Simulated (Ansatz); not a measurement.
**Au: substituted relatives**

The task here is to estimate one member of a computed series from the others.

Method: DFT PBEsol, scalar-relativistic, plane waves, PAW, in Ansatz 0.2.0.

2 further runs of the same task are left out: 2 set aside as unsound or not needed.

### The system as given

It takes space group Fm-3m (No. 225, cubic). Conventional cell: a = 4.084 Å, b = 4.084 Å, c = 4.084 Å, α = 90.00°, β = 90.00°, γ = 90.00°. Au (site symmetry m-3m) is surrounded by 12 Au at 2.89 Å.

Coordinates:

```
CELL_PARAMETERS angstrom
0.00000 2.04188 2.04188
2.04188 0.00000 2.04188
2.04188 2.04188 0.00000
ATOMIC_POSITIONS crystal
Au 0.00000 0.00000 0.00000
```

It goes back to an entry of the Materials Project.

This cell was relaxed beforehand with the same method: volume 17.03 Å³/atom, gap on the mesh none (metal).

The first run:

Input file input.yaml:

```yaml
crystal:
  lattice:
    - [0.0, 2.0418799349, 2.0418799349]
    - [2.0418799349, 0.0, 2.0418799349]
    - [2.0418799349, 2.0418799349, 0.0]
  atoms:
    - { symbol: Pt, position: [0.0, 0.0, 0.0] }
basis:
  ecutwfc: 420
kpoints:
  mp_grid: { grid: [8, 8, 8] }
hamiltonian:
  xc: pbesol
scf:
  occupations: { method: gaussian, width: 0.1 }
output:
  forces: true
  stress: true
  eigenvalues: true
```

The run is started by

```console
ansatz run input.yaml --threads 1 --pin off --max-ram 2560MiB --backend cpu --events-out ev --progress --plain --runs-dir out
```

Among the steps run: Probe: one point at the start (Pt); A loose first relaxation (Pt); The relaxation (Pt); Probe: one point at the start (Hg); A loose first relaxation (Hg); Full relaxation (Hg).

One of the session's tables, all rows but one given; the rest of the session is left out.

It belongs to the step «The crystals compared». Lengths are those of the vectors of the cell that was run:

```
   swap  volume (Å³/atom)  a (Å)  b (Å)  c (Å)
   none             17.03  2.888  2.888  2.888
Au → Ag             16.66  2.867  2.867  2.867
Au → Cu                 ?      ?      ?      ?
Au → Pt             15.04  2.770  2.770  2.770
Au → Hg             23.26  3.204  3.204  3.204
```

**Question.** Estimate the row for Au → Cu.

The run gave: volume (Å³/atom): 11.31; a (Å): 2.520; b (Å): 2.520; c (Å): 2.520. In the column «volume (Å³/atom)» it is the lowest.

Lengths are those of the computed cell. Rows of earlier swaps come from the sessions before.
